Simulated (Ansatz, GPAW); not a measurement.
**ZnSe: programs and potentials compared**

```xyz
2
Lattice="0.0000 2.8338 2.8338 2.8338 0.0000 2.8338 2.8338 2.8338 0.0000" Properties=species:S:1:pos:R:3 pbc="T T T"
Se    4.2507    4.2507    4.2507
Zn    0.0000    0.0000    0.0000
```

Alike in all runs: task single point; functional PBE; k mesh 8 × 8 × 8; occupations gaussian, width 0.016 eV; no spin polarisation; no spin-orbit coupling. Pressure is positive in compression and, in plane waves, holds the error of the finite cutoff, which Ansatz's Pulay term estimates and takes out.

```tsv
program and potentials	plane-wave cutoff (eV)	notes	band gap (eV)	pressure (GPa)
Ansatz, Ansatz PAW	420	14 valence electrons an atom on average; Pulay term of +0.05 GPa included	1.29	2.10
GPAW, GPAW PAW data sets (gpaw-data 1.2.1)	600	9 valence electrons an atom on average	?	?
Ansatz, all-electron LAPW, scalar-relativistic	-	-	1.29	2.12
```

Problem. Estimate from the other rows what the run with GPAW, GPAW PAW data sets (gpaw-data 1.2.1) gave.

Solution. Band gap 1.30 eV; pressure 2.09 GPa. The other rows, which needn't bracket it: band gap 1.29; pressure 2.10 to 2.12.
